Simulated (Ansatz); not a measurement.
# Ge: the cost of one run

Program: Ansatz 0.2.0. Level of theory: DFT r2SCAN, scalar-relativistic, plane waves, PAW. These are calculated values, not measurements.

1 further run of the same task is left out (set aside as unsound or not needed).

## 1. The starting structure

The structure is tetragonal, space group I4_1/amd (No. 141). Conventional cell: a = 5.147 Å, b = 5.147 Å, c = 2.818 Å, α = 90.00°, β = 90.00°, γ = 90.00°. Ge (site symmetry -4m2) is surrounded by 6 Ge at 2.67 to 2.82 Å.

As a file:

```
CELL_PARAMETERS angstrom
-2.57349 2.57349 1.40909
2.57349 -2.57349 1.40909
2.57349 2.57349 -1.40909
ATOMIC_POSITIONS crystal
Ge 0.25000 0.75000 0.50000
Ge 0.50000 0.50000 0.00000
```

It goes back to an entry of the Materials Project, which need not be the stable form.

It is the result of an earlier relaxation at this level (volume 18.66 Å³/atom; gap on the mesh: none (metal)).

## 2. Bands, states and charges

input.yaml

```yaml
crystal:
  lattice:
    - [-2.5734902213, 2.5734902213, 1.409086423]
    - [2.5734902213, -2.5734902213, 1.409086423]
    - [2.5734902213, 2.5734902213, -1.409086423]
  atoms:
    - { symbol: Ge, position: [0.25, 0.75, 0.5] }
    - { symbol: Ge, position: [0.5, 0.5, 0.0] }
basis:
  ecutwfc: 500
kpoints:
  mp_grid: { grid: [16, 16, 16] }
  band_path:
    path:
      - [[0.0, 0.0, 0.0], [0.0, 0.0, 0.5], [-0.5, 0.5, 0.5], [0.0, 0.0, 0.0], [0.32494976, 0.32494976, -0.32494976]]
      - [[-0.32494976, 0.67505024, 0.32494976], [-0.5, 0.5, 0.5]]
      - [[0.0, 0.0, 0.5], [0.25, 0.25, 0.25], [0.0, 0.5, 0.0], [0.0, 0.0, 0.0]]
    npoints: 14
hamiltonian:
  xc: r2scan
scf:
  occupations: { method: gaussian, width: 0.1 }
  n_extra_bands: 6
output:
  forces: true
  stress: true
  eigenvalues: true
  populations: true
  dos: { projected: true, de: 0.02, nscf_kmesh: { grid: [24, 24, 24] } }
  bader: true
```

Started as:

```bash
ansatz run input.yaml --threads 1 --pin off --max-ram 2560MiB --backend cpu --events-out ev --progress --plain --runs-dir out
```

What time and memory should one allow on 1 thread of Intel Xeon 6975P-C (Granite Rapids), shared host?

About 49 s, with a peak of 0.89 GiB.
